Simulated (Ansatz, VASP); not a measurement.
**One calculation of MgS, two programs**

INCAR

```
PREC = Accurate
ENCUT = 520
EDIFF = 1E-7
ISMEAR = -1
SIGMA = 0.02
LREAL = F
LASPH = T
NELM = 100
ALGO = Normal
ISIF = 2
LWAVE = F
LCHARG = F
GGA = PE
NBANDS = 11
```

File KPOINTS:

```
regular mesh
0
Gamma
  8 8 8
```

POSCAR

```
MgS
1.0
    0.0000000000      2.7742593044      2.7742593044
    2.7742593044      0.0000000000      2.7742593044
    2.7742593044      2.7742593044      0.0000000000
Mg S
1 1
Direct
    0.0000000000      0.0000000000      0.0000000000
    0.2500000000      0.2500000000      0.2500000000
```

Input for Ansatz:

```yaml
crystal:
  lattice:
    - [0.0, 2.7742593044, 2.7742593044]
    - [2.7742593044, 0.0, 2.7742593044]
    - [2.7742593044, 2.7742593044, 0.0]
  atoms:
    - { symbol: Mg, position: [0.0, 0.0, 0.0] }
    - { symbol: S, position: [0.25, 0.25, 0.25] }
kpoints:
  mp_grid: { grid: [8, 8, 8] }
  band_path:
    path:
      - [0.0, 0.0, 0.0]
      - [-0.5, -0.5, 0.0]
      - [-0.375, -0.375, 0.25]
      - [-0.375, 0.0, 0.375]
      - [0.0, 0.0, 0.5]
      - [-0.5, -0.25, 0.25]
    npoints: 1
hamiltonian:
  xc: pbe
scf:
  occupations: { method: fermi_dirac, width: 0.02 }
  n_extra_bands: 4
output:
  forces: true
  stress: true
  eigenvalues: true
  write_density: true
  write_potential: true
  elf: true
  volumetric_format: npy
```

Change from the starting cell: hydrostatic strain -2.0%.

Alike in both runs: task single point; functional PBE; k mesh 8 × 8 × 8; occupations fermi-dirac, width 0.02 eV; no spin polarisation.

```csv
,VASP,Ansatz
version,VASP 6.6.1,Ansatz 0.2.0
potentials or method,"VASP PAW PBE potentials, release 64 (Mg, S)","plane waves, PAW"
plane-wave cutoff (eV),520,420
valence electrons in the cell,8,16
```

Ansatz gave:

* gap on the k mesh at the Fermi level (eV): 3.77
* pressure (GPa): 5.2

Q: Which values does VASP return?

A: gap on the k mesh at the Fermi level (eV): 3.77; pressure (GPa): 5.0.

With one functional, cell and mesh, what is left measures potentials, basis and numerics. The two sets of potentials don't hold the same shells in valence.

A k mesh can miss the band edges.
